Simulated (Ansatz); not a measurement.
# In, relaxed

Aim: in In, a database entry, slightly rescaled, relax cell and atoms at 20 GPa, then read levels, charges and fields where it ends.

All numbers below are computed with Ansatz 0.2.0 (DFT, PBE, collinear spin, plane waves, PAW).

## Step 1: The structure

It takes space group I4/mmm (No. 139, tetragonal). The conventional cell has a = 3.216 Å, b = 3.216 Å, c = 4.897 Å, α = 90.00°, β = 90.00°, γ = 90.00°. In (site symmetry 4/mmm) has 12 In at 3.22 to 3.34 Å as nearest neighbours.

As a file:

```
In
1.0
    -1.60818    1.60818    2.44829
     1.60818   -1.60818    2.44829
     1.60818    1.60818   -2.44829
In
1
Direct
  0.00000 0.00000 0.00000
```

It starts from an earlier solution of the starting cell (checkpoint.read).

## Step 2: The relaxation

Contents of input.yaml:

```yaml
crystal:
  lattice:
    - [-1.60817673, 1.60817673, 2.44829117]
    - [1.60817673, -1.60817673, 2.44829117]
    - [1.60817673, 1.60817673, -2.44829117]
  atoms:
    - { symbol: In, position: [0.0, 0.0, 0.0] }
  symmetry: { detect: false, time_reversal: true }
kpoints:
  mp_grid: { grid: [10, 10, 10], shift: [0, 0, 0] }
magnetization:
  spin_polarized: true
scf:
  occupations: { method: fermi_dirac, width: 0.0624 }
  lower_state_search: "off"
hamiltonian:
  pseudopotentials: { kind: paw }
  xc: pbe
basis:
  ecutwfc: 420
  fft_grid_basis: typed
relax:
  max_steps: 80
  cell: { p_target: 20.0 }
output:
  forces: true
  stress: true
  eigenvalues: true
  bader: true
  populations: true
  elf: true
  write_potential: true
  volumetric_format: npy
  dos:
    e_range: [-12, 8]
    de: 0.05
    projected: { site_lists: { In: [In] } }
  write_density: true
checkpoint:
  read: saved_state
```

Command:

```
$ ansatz run input.yaml --threads 2 --pin off --max-ram 4096MiB --backend cpu --events-out ev --progress --plain --runs-dir out
```

Before running it: what results should come out? Wanted: moves; largest move; cell; volume; pressure at the end; character; moments.

As calculated:

```
                                                 quantity                                                                        value
                                                    moves                                                                            8
                                             largest move                                                                       0.00 Å
                     space group (0.01 Å), before / after                                                              I4/mmm / I4/mmm
                                                     cell  a = 3.060 Å, b = 3.060 Å, c = 3.060 Å, α = 117.93°, β = 117.93°, γ = 93.62°
                                                   volume                                                      20.85 Å³/atom (-17.7 %)
                                      pressure at the end                                                                    20.00 GPa
                                                character                                                                        metal
density of states, mean within 0.25 eV of the Fermi level                                                         0.33 per eV per cell
                                                  moments                                                                         none
```

In words: The volume shrank by 17.7 %, and the atoms end where they began within the cell. The cell is metallic; within 0.25 eV of the Fermi level the density of states averages 0.33 per eV per cell, mostly In p (58 %) and In s (39 %). The spin density vanishes in this state.

Caveats: an input typed no starting moments.
